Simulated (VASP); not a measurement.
# Ga (I4/mmm) in VASP: settings compared, part 2 of 2

VASP 6.6.1.

## Step 6: Single point, PBEsol

INCAR

```
SYSTEM = Ga
PREC = Accurate
ENCUT = 520
EDIFF = 1E-6
ISMEAR = -1
SIGMA = 0.05
LREAL = .False.
LASPH = .True.
NELM = 100
ALGO = Fast
ISIF = 2
LWAVE = .False.
LCHARG = .False.
GGA = PS
NBANDS = 12
```

KPOINTS

```
regular mesh
0
Gamma
  13 13 13
  0 0 0
```

POSCAR

```
Ga
1.0
   -1.3843987196      1.3843987196      2.3112238365
    1.3843987196     -1.3843987196      2.3112238365
    1.3843987196      1.3843987196     -2.3112238365
Ga
1
Direct
    0.0000000000      0.0000000000      0.0000000000
```

Potentials or basis: VASP PAW PBE potentials, release 64 (Ga_d).

Run with:

```sh
cat potpaw_PBE.64/Ga_d/POTCAR > POTCAR
mpirun -np 1 vasp_std > vasp.out
```

OUTCAR:

```text
SYSTEM = Ga
   PREC = Accurate
   ENCUT = 520
   EDIFF = 1E-6
   ISMEAR = -1
   LREAL = .False.
   LASPH = .True.
   NELM = 100
   ISIF = 2
   GGA = PS

 ion  position               nearest neighbor table
   1  0.000  0.000  0.000-

  LATTYP: Found a body centered tetragonal cell.
 ALAT       =     2.7687974392
 C/A-ratio  =     1.6694784557

  Lattice vectors:

 A1 = (  -1.3843987196,   1.3843987196,   2.3112238365)
 A2 = (   1.3843987196,  -1.3843987196,   2.3112238365)
 A3 = (   1.3843987196,   1.3843987196,  -2.3112238365)

Analysis of symmetry for initial positions (statically):
=====================================================================
 Subroutine PRICEL returns:
 Original cell was already a primitive cell.

 Routine SETGRP: Setting up the symmetry group for a
 body centered tetragonal supercell.

 Subroutine GETGRP returns: Found 16 space group operations
 (whereof 16 operations were pure point group operations)
 out of a pool of 16 trial point group operations.

The static configuration has the point symmetry D_4h.

Analysis of symmetry for dynamics (positions and initial velocities):
=====================================================================
 Subroutine PRICEL returns:
 Original cell was already a primitive cell.

 Routine SETGRP: Setting up the symmetry group for a
 body centered tetragonal supercell.

 Subroutine GETGRP returns: Found 16 space group operations
 (whereof 16 operations were pure point group operations)
 out of a pool of 16 trial point group operations.

The dynamic configuration has the point symmetry D_4h.

 Subroutine INISYM returns: Found 16 space group operations
 (whereof 16 operations are pure point group operations),
 and found     1 'primitive' translations

----------------------------------------------------------------------------------------

                                     Primitive cell

  volume of cell :      17.7184

[... 112 lines left out ...]
   LHFCALC =     F    Hartree Fock is set to
   AEXX    =    0.0000 exact exchange contribution
   IVDW    =     0    specifies the selected vdW correction
   LEPSILON=     F    determine dielectric tensor
   LRPA    =     F    only Hartree local field effects (RPA)
 non-spin polarized calculation
 RMM-DIIS sequential band-by-band and
  energy-cutoff  :      520.00
  volume of cell :       17.72
 maximum number of plane-waves:       487
   NGX = 11   NGY = 11   NGZ = 11

 number of electron      12.9999997 magnetization

 Free energy of the ion-electron system (eV)
  ---------------------------------------------------
  ext. energy  EPLUGINS =         0.00000000
  ---------------------------------------------------
  free energy    TOTEN  =        -3.33755816 eV

  energy without entropy =       -3.33470745  energy(sigma->0) =       -3.33613281

 E-fermi :   5.9323     XC(G=0): -11.4684

 val. band max:        5.9140504075   @ k =  -0.1538  -0.3846   0.0769
 cond. band min:       5.9748860940   @ k =  -0.3077  -0.3846   0.0769
 fundamental gap:      0.0608356865
 Fermi energy:         5.9322681062

 k-point     1 :       0.0000    0.0000    0.0000
  band No.  band energies     occupation
      1      -9.0494      2.00000
      2      -8.8899      2.00000
      3      -8.8537      2.00000
      4      -8.8537      2.00000
      5      -8.6884      2.00000
      6      -5.5516      2.00000
      7      18.6644      0.00000
      8      18.9782      0.00000
      9      18.9782      0.00000
     10      22.3680      0.00000
     11      22.5868      0.00000
     12      23.2990      0.00000
[... 331 lines left out ...]
 k-point    24 :       0.4615    0.1538   -0.0000
  band No.  band energies     occupation
      1      -8.9950      2.00000
      2      -8.9275      2.00000
      3      -8.8591      2.00000
      4      -8.7410      2.00000
      5      -8.6435      2.00000
      6       1.6026      2.00000
      7       2.4185      2.00000
      8      12.4767      0.00000
      9      14.2568      0.00000
     10      18.1191      0.00000
     11      20.4808      0.00000
     12      26.8141      0.00000

 [... further k-points ...]

------------------------ aborting loop because EDIFF is reached ----------------------------------------

  FORCE on cell =-STRESS in cart. coord.  units (eV):
  Direction    XX          YY          ZZ          XY          YZ          ZX
  --------------------------------------------------------------------------------------
  -------------------------------------------------------------------------------------
  Total       -0.0195199     -0.0195199     -0.0402522      0.0000000      0.0000000      0.0000000
  in kB       -1.7650785     -1.7650785     -3.6397859      0.0000000      0.0000000      0.0000000
  external PRESSURE =      -2.3899810 kB  Pullay stress =       0.0000000 kB

 VOLUME and BASIS-vectors are now :
 -----------------------------------------------------------------------------
  energy-cutoff  :      520.00
  volume of cell :       17.72
      direct lattice vectors                 reciprocal lattice vectors
    -1.384398720  1.384398720  2.311223836     0.000000000  0.361167627  0.216335602
     1.384398720 -1.384398720  2.311223836     0.361167627  0.000000000  0.216335602
     1.384398720  1.384398720 -2.311223836     0.361167627  0.361167627  0.000000000

 POSITION                                       TOTAL-FORCE (eV/Angst)
 -----------------------------------------------------------------------------------
      0.00000      0.00000      0.00000        -0.000000     -0.000000     -0.000000
 -----------------------------------------------------------------------------------
    total drift:                               -0.000000      0.000000      0.000000

  FREE ENERGIE OF THE ION-ELECTRON SYSTEM (eV)
  ---------------------------------------------------
  free  energy   TOTEN  =        -3.3375581624 eV

  energy  without entropy=       -3.3347074538  energy(sigma->0) =       -3.33613281
```

OSZICAR:

```text
N       E                     dE             d eps       ncg     rms          rms(c)
DAV:   1     0.428511310186E+02    0.42851E+02   -0.67049E+03  5128   0.192E+03
DAV:   2    -0.133957574478E+01   -0.44191E+02   -0.42562E+02  4964   0.263E+02
DAV:   3    -0.336876747600E+01   -0.20292E+01   -0.20227E+01  5392   0.452E+01
DAV:   4    -0.338506403860E+01   -0.16297E-01   -0.16295E-01  5336   0.428E+00
DAV:   5    -0.338524216646E+01   -0.17813E-03   -0.17812E-03  5700   0.433E-01    0.102E+00
RMM:   6    -0.334606759615E+01    0.39175E-01   -0.46738E-02  6466   0.311E+00    0.485E-01
RMM:   7    -0.333849654564E+01    0.75711E-02   -0.13398E-02  7024   0.123E+00    0.142E-01
RMM:   8    -0.333754974557E+01    0.94680E-03   -0.14784E-03  7103   0.386E-01    0.114E-02
RMM:   9    -0.333755367319E+01   -0.39276E-05   -0.19196E-04  7256   0.194E-01    0.776E-03
RMM:  10    -0.333755795415E+01   -0.42810E-05   -0.39666E-05  7173   0.735E-02    0.684E-04
RMM:  11    -0.333755816235E+01   -0.20820E-06   -0.34377E-06  4425   0.194E-02
   1 F= -.33375582E+01 E0= -.33361328E+01  d E =-.285071E-02
```

stdout:

```text
POSCAR found type information on POSCAR Ga
 POSCAR found :  1 types and       1 ions
 scaLAPACK will be used
 -----------------------------------------------------------------------------
|                                                                             |
|                                                                             |
|     You enforced a specific xc type in the INCAR file but a different       |
|     I HOPE YOU KNOW WHAT YOU ARE DOING!                                     |
|                                                                             |
 -----------------------------------------------------------------------------

 LDA part: xc-table for (Slater+PW92), standard interpolation
 POSCAR, INCAR and KPOINTS ok, starting setup
 FFT: planning ... GRIDC
 FFT: planning ... GRID_SOFT
 FFT: planning ... GRID
 WAVECAR not read
 entering main loop
```

It took 30 s on 1 thread of AMD EPYC 9R14 (Zen 4), shared host; peak memory 0.13 GiB.

What came out:

```
Free energy            : -3.3376 eV
Pressure               : -0.2 GPa
Band gap on the k mesh : none (metal or under the smearing width)
```

Caveat: the PAW data sets were made with another functional, which shifts forces and pressure a little.

## Step 7: Overview

```tsv
level	cell	k mesh	smearing	mesh quality	gap on the mesh (eV)	pressure (GPa)
PBE	as given	5 × 5 × 5	fermi-dirac 0.04 eV	coarse	none	5.2
PBE	volume scaled by 1.02	13 × 13 × 13	fermi-dirac 0.05 eV	not flagged	none	2.3
PBE	volume scaled by 0.96	13 × 13 × 13	fermi-dirac 0.05 eV	not flagged	none	6.7
PBEsol	as given	13 × 13 × 13	fermi-dirac 0.05 eV	not flagged	none	-0.2
```

Alike in all rows: task single point; potentials or basis VASP PAW PBE potentials, release 64 (Ga_d); no spin polarisation; cutoff (eV) 520.

Caveats: some runs use coarse meshes; the PAW data sets were made with another functional, which shifts forces and pressure a little (some runs).

Total energies depend on the potentials used, so only differences within one code and one set of settings carry meaning.
